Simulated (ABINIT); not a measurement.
# BN (Qingsongite): G0W0 in ABINIT against the bands in the screening, part 2 of 2

How does the gap of BN (Qingsongite) converge in the bands in the screening?

ABINIT 10.8.3; PBE and many-body steps on it, plane waves. Known limits of the many-body steps: not at the basis limit.

So far. Step 2 (Screening, 8×8×8 mesh, 12 bands, screening to 261.2 eV): Local fields lower ε∞ by 7 %. Step 5 (16 bands): The gap on the mesh goes from 4.53 eV to 6.03 eV, a correction of +1.50 eV.

## 6. Screening, 8×8×8 mesh, 58 bands, screening to 261.2 eV

This step: RPA screening on PBE, plane waves, norm-conserving pseudopotentials.

Contents of run.abi:

```
acell 3*1.0 Angstrom
rprim 
  -0.000000000000 1.807500000000 1.807500000000
  1.807500000000 0.000000000000 1.807500000000
  1.807500000000 1.807500000000 -0.000000000000
ntypat 2
znucl 5 7
natom 2
typat 1 2
xred 
  0.000000000000 0.000000000000 0.000000000000
  0.250000000000 0.250000000000 0.250000000000
pp_dirpath "pseudos"
pseudos "B.upf, N.upf"
ecut 36
ngkpt 8 8 8
nshiftk 1
shiftk 0 0 0
kptopt 1
chksymbreak 0
istwfk *1
occopt 1
irdwfk 1
optdriver 3
nband 58
ecuteps 9.6
inclvkb 2
awtr 1
symchi 1
indata_prefix "in"
outdata_prefix "out"
tmpdata_prefix "tmp"
```

Launch:

```sh
$ OMP_NUM_THREADS=1 mpirun -n 8 abinit run.abi > log
```

What it wrote:

```text
.Version 10.8.3 of ABINIT. v10.8.2 released Aug 2026.

 Symmetries : space group F-4 3 m (#216); Bravais cF (face-center cubic)
[... echo of the input left out ...]
== DATASET  1 ==================================================================
-   mpi_nproc: 8, omp_nthreads: 1 (-1 if OMP is not activated)

--- !DatasetInfo
iteration_state: {dtset: 1, }
dimensions: {natom: 2, nkpt: 29, mband: 58, nsppol: 1, nspinor: 1, nspden: 1, mpw: 869, }
cutoff_energies: {ecut:  36.0, pawecutdg:  -1.0, }
[...]
--------------------------------------------------------------------------------
[... chi0 elements left out ...]
 For q-point:  0.000010 0.000020 0.000030
  dielectric constant =   4.3085
  dielectric constant without local fields =   4.6604

  Average fulfillment of the sum rule on Im[epsilon] for q-point    1 :     84.08  [%]
[... wings left out ...]
  q-point number  2        q = ( 0.125000, 0.000000, 0.000000) [r.l.u.]
--------------------------------------------------------------------------------
[... chi0 elements left out ...]
  Average fulfillment of the sum rule on Im[epsilon] for q-point    2 :     96.53  [%]

 [... 27 further q-points ...]
```

Run time: 26 s. Hardware: 8 MPI ranks of AMD EPYC 7R43, shared host; peak memory 1 GiB; 3.4 min of CPU time.

Numbers from this step:

* ε∞ with local fields, on this mesh, along the program's q direction: 4.309
* the same without local fields: 4.660
* plasma frequency: 30.56 eV
* plane waves in the screening matrix: 113

## 7. 58 bands

This step: G0W0 on PBE, plane waves, norm-conserving pseudopotentials.

Edit run.abi of step 6 so:

```diff
@@ -23,8 +23,17 @@
 irdwfk 1
-optdriver 3
+optdriver 4
 nband 58
+gwcalctyp 0
+ecutsigx 36
+symsigma 1
+nkptgw 2
+kptgw 
+  0.0000000000 0.0000000000 0.0000000000
+  0.5000000000 0.5000000000 0.0000000000
+bdgw 
+  2 7
+  3 6
 ecuteps 9.6
-inclvkb 2
-awtr 1
-symchi 1
+irdscr 1
+ppmodel 1
 indata_prefix "in"
```

What it wrote:

```text
.Version 10.8.3 of ABINIT. v10.8.2 released Aug 2026.

 Symmetries : space group F-4 3 m (#216); Bravais cF (face-center cubic)
[... echo of the input left out ...]
== DATASET  1 ==================================================================
-   mpi_nproc: 8, omp_nthreads: 1 (-1 if OMP is not activated)

--- !DatasetInfo
iteration_state: {dtset: 1, }
dimensions: {natom: 2, nkpt: 29, mband: 58, nsppol: 1, nspinor: 1, nspden: 1, mpw: 869, }
cutoff_energies: {ecut:  36.0, pawecutdg:  -1.0, }
[...]
Band     E0 <VxcDFT>   SigX SigC(E0)      Z dSigC/dE  Sig(E)    E-E0       E
[...]
5  12.755 -12.570  -7.394  -4.424   0.854  -0.171 -11.928   0.642  13.397
        6  17.562 -12.696  -6.779  -5.013   0.851  -0.175 -11.926   0.770  18.332

== END DATASET(S) ==============================================================
================================================================================

 -outvars: echo values of variables after computation  --------
           etotal      0.0000000000E+00
            nband          58
             nkpt          29
          spgroup         216
 [... the other variables as echoed above ...]

 Calculation completed.
```

Run time: 6.3 s. Hardware: 8 MPI ranks; peak memory 1.1 GiB.

Numbers from this step:

```yaml
g0w0_gap_on_the_points_computed: 5.988 eV
starting_gap_on_the_mesh: 4.535 eV
k_of_the_valence_top: 0, 0, 0
k_of_the_conduction_bottom: 0.5, 0.5, 0
least_direct_g0w0_gap_on_the_computed_points: 10.92 eV
```

Against the run before, the gap moves by −0.046 eV.

## 8. Screening, 8×8×8 mesh, 129 bands, screening to 261.2 eV

This step: RPA screening on PBE, plane waves, norm-conserving pseudopotentials.

Edit run.abi of step 7 so:

```diff
@@ -23,17 +23,8 @@
 irdwfk 1
-optdriver 4
-nband 58
-gwcalctyp 0
-ecutsigx 36
-symsigma 1
-nkptgw 2
-kptgw 
-  0.0000000000 0.0000000000 0.0000000000
-  0.5000000000 0.5000000000 0.0000000000
-bdgw 
-  2 7
-  3 6
+optdriver 3
+nband 129
 ecuteps 9.6
-irdscr 1
-ppmodel 1
+inclvkb 2
+awtr 1
+symchi 1
 indata_prefix "in"
```

What it wrote:

```text
.Version 10.8.3 of ABINIT. v10.8.2 released Aug 2026.

 Symmetries : space group F-4 3 m (#216); Bravais cF (face-center cubic)
[... echo of the input left out ...]
== DATASET  1 ==================================================================
-   mpi_nproc: 8, omp_nthreads: 1 (-1 if OMP is not activated)

--- !DatasetInfo
iteration_state: {dtset: 1, }
dimensions: {natom: 2, nkpt: 29, mband: 129, nsppol: 1, nspinor: 1, nspden: 1, mpw: 869, }
cutoff_energies: {ecut:  36.0, pawecutdg:  -1.0, }
[...]
--------------------------------------------------------------------------------
[... chi0 elements left out ...]
 For q-point:  0.000010 0.000020 0.000030
  dielectric constant =   4.3127
  dielectric constant without local fields =   4.6611

  Average fulfillment of the sum rule on Im[epsilon] for q-point    1 :     96.59  [%]
[... wings left out ...]
  q-point number  2        q = ( 0.125000, 0.000000, 0.000000) [r.l.u.]
--------------------------------------------------------------------------------
[... chi0 elements left out ...]
  Average fulfillment of the sum rule on Im[epsilon] for q-point    2 :    100.22  [%]

 [... 27 further q-points ...]
```

It took 53 s on 8 MPI ranks; peak memory 1.5 GiB; 7 min of CPU time.

This step gave:

```yaml
eps_infinity_with_local_fields_on_this_mesh_along_the_program_s_q_direction: 4.313
the_same_without_local_fields: 4.661
plasma_frequency: 30.56 eV
plane_waves_in_the_screening_matrix: 113
```

## 9. 129 bands

This step: G0W0 on PBE, plane waves, norm-conserving pseudopotentials.

Edit run.abi of step 8 so:

```diff
@@ -23,8 +23,17 @@
 irdwfk 1
-optdriver 3
-nband 129
+optdriver 4
+nband 58
+gwcalctyp 0
+ecutsigx 36
+symsigma 1
+nkptgw 2
+kptgw 
+  0.0000000000 0.0000000000 0.0000000000
+  0.5000000000 0.5000000000 0.0000000000
+bdgw 
+  2 7
+  3 6
 ecuteps 9.6
-inclvkb 2
-awtr 1
-symchi 1
+irdscr 1
+ppmodel 1
 indata_prefix "in"
```

What it wrote:

```text
.Version 10.8.3 of ABINIT. v10.8.2 released Aug 2026.

 Symmetries : space group F-4 3 m (#216); Bravais cF (face-center cubic)
[... echo of the input left out ...]
== DATASET  1 ==================================================================
-   mpi_nproc: 8, omp_nthreads: 1 (-1 if OMP is not activated)

--- !DatasetInfo
iteration_state: {dtset: 1, }
dimensions: {natom: 2, nkpt: 29, mband: 58, nsppol: 1, nspinor: 1, nspden: 1, mpw: 869, }
cutoff_energies: {ecut:  36.0, pawecutdg:  -1.0, }
[...]
Band     E0 <VxcDFT>   SigX SigC(E0)      Z dSigC/dE  Sig(E)    E-E0       E
[...]
5  12.755 -12.570  -7.394  -4.462   0.854  -0.171 -11.960   0.610  13.365
        6  17.562 -12.696  -6.779  -5.052   0.851  -0.175 -11.960   0.736  18.298

== END DATASET(S) ==============================================================
================================================================================

 -outvars: echo values of variables after computation  --------
           etotal      0.0000000000E+00
            nband          58
             nkpt          29
          spgroup         216
 [... the other variables as echoed above ...]

 Calculation completed.
```

Wall time 5.7 s (8 MPI ranks); peak memory 1 GiB; 43 s of CPU time.

Numbers from this step:

```
G0W0 gap on the points computed              : 5.999 eV
starting gap on the mesh                     : 4.535 eV
k of the valence top                         : 0, 0, 0
k of the conduction bottom                   : 0.5, 0.5, 0
least direct G0W0 gap on the computed points : 10.93 eV
```

Against the run before, the gap moves by +0.011 eV.

## 10. The runs together

Times are wall times on 8 MPI ranks of AMD EPYC 7R43, shared host, good to a factor of about two. A run's time includes the screening step that it read.

```tsv
run	mesh	bands	screening cutoff (eV)	DFT gap (eV)	gap on the mesh (eV)	direct (eV)	ε∞ used	time
12 bands	8×8×8	58	261.2	4.535	6.096	11.054	4.28	13 s
16 bands	8×8×8	58	261.2	4.535	6.034	10.992	4.29	18 s
58 bands	8×8×8	58	261.2	4.535	5.988	10.919	4.31	32 s
129 bands	8×8×8	58	261.2	4.535	5.999	10.926	4.31	59 s
```

## 11. Results

- 12 bands: 6.096 eV
- 16 bands: 6.034 eV
- 58 bands: 5.988 eV
- 129 bands: 5.999 eV
- known limits: not at the basis limit

**Reading.** The setting moved: bands in the screening. From 12 bands to 129 bands the gap moves by −0.10 eV, for 4.5 times the time. The last step still moves it by +0.011 eV. Bands and screening cutoff are coupled, so a series along one setting does not show full convergence. Bands and cutoff are finite, so the gap is not at the basis limit. The miss can reach some tenths of an eV and take either sign; the mesh is an error of its own. In the G0W0 runs levels were corrected at 2 k points alone, so a gap called «on the mesh» is the least over those, and an edge elsewhere would be missed.

[Paths, hosts, dates, memory and timing lines, banners, echoed tables and standing remarks are left out of the program output.]

[Logs are printed without paths, hosts, clocks, repeated set-up lines and the standing remarks that a program may print on its own settings, such as how far it seeks lower states.]

[Runs of the session that timed out or met a known fault of the program may be left out.]

[Hosts, paths, dates, database ids (printed as entryN), source tags and the programs' standing remarks are cut or masked in the printed files.]

[G0W0 gaps are taken among the corrected bands and points alone; a level outside them can change the order at an edge.]

[Where Ansatz stands beside ABINIT at settings called matched, ABINIT's density can come from a denser mesh and the files from another edition; pairs whose starting gaps differed by over 0.03 eV were left out, so agreement reads better than it is.]
